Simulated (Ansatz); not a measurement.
# CuO (Tenorite): equation of state with r2SCAN

CuO (Tenorite):

```
Cu O
1.0
     2.34185   -1.71130    0.00000
     2.34185    1.71130    0.00000
    -0.85003    0.00000    5.05787
Cu O
2 2
Direct
  0.50000 0.00000 0.50000
  0.00000 0.50000 0.00000
  0.41840 0.58160 0.75000
  0.58160 0.41840 0.25000
```

* Program: Ansatz 0.2.0
* Task: equation of state
* Functional: r2SCAN
* Potentials or basis: Ansatz PAW
* Cutoff: 500 eV
* Density cutoff: 2000 eV
* k mesh: 10 × 10 × 5
* Occupations: fermi-dirac, width 0.05 eV
* Spin: no spin polarisation

```yaml
Equilibrium_volume: 10.06 Å³/atom
Bulk_modulus_at_fixed_shape_and_positions: 187 GPa
Pressure_derivative_of_the_bulk_modulus: 4.6
```

Energy against volume, from the lowest point:
```
volume (Å³/atom)  energy (meV/atom)
           9.527              18.20
           9.730               6.59
           9.932               0.73
          10.135               0.00
          10.338               3.85
          10.540              11.80
          10.743              23.41
```

All runs of the series together: 78 s on 2 threads of Arm Neoverse V1, on a shared host.

Caveat: the cell was scaled at fixed shape and fractional positions, which overstates the stiffness of a crystal with free parameters, most of all of layers and chains; the PAW data sets were made with another functional, which shifts forces and pressure a little; the run has no spin polarisation, though such a crystal can be magnetic.
